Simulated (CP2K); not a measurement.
# MgS (Niningerite) under changes of volume

One of the cells (17.609 Å³/atom); the others are scaled copies at fixed shape and fractional positions:

```xyz
2
Lattice="3.6793 0.0000 0.0000 1.8396 3.1864 0.0000 1.8396 1.0621 3.0041" Properties=species:S:1:pos:R:3 pbc="T T T"
S     3.6793    2.1242    1.5021
Mg    0.0000    0.0000    0.0000
```

| Property | Result |
| --- | --- |
| Program | CP2K 2026.2 |
| Functional | r2SCAN |
| Potentials or basis | POTENTIAL_UZH S GTH-SCAN-q6, Mg GTH-SCAN-q10; TZVP-MOLOPT-SCAN-GTH basis |
| Density cutoff | 19048 eV |
| k mesh | 9 × 9 × 9 |
| Occupations | fermi-dirac, width 0.01 eV |
| Spin | no spin polarisation |

```csv
volume (Å³/atom),energy over the lowest point (meV/atom),pressure (GPa),gap on the mesh (eV)
16.553,22.19,6.9,3.75
16.905,9.68,4.8,3.70
17.257,?,?,?
17.609,0.53,1.0,3.61
17.962,0.00,-0.5,3.56
18.666,8.42,-3.2,3.47
```

Question: What does the run at 17.257 Å³/atom give?

Answer: Energy over the lowest point 4.68 meV/atom; pressure 2.8 GPa; gap on the mesh 3.65 eV.

Worked out: A Birch-Murnaghan fit of order 3 (a polynomial in V^(-2/3)) to the other rows has its minimum at 17.74 Å³/atom with B0 = V·E''(V) = 69 GPa (rough, since the energies scatter). It gives 2.93 meV/atom at 17.257 Å³/atom, against the run's 4.68, and -dE/dV = 2.2 GPa, against 2.8. A straight line through the other rows of the gap, of slope -2.32 eV per unit of ln V, gives 3.65 eV, against the run's 3.65.

Energies are extrapolated to zero smearing.

Caveats: an odd mesh through Γ misses points on the zone boundary, where band edges often lie; the basis of atomic orbitals isn't converged, which shifts pressures, moduli and gaps; the real-space grid breaks the cell's symmetry a little (some runs).
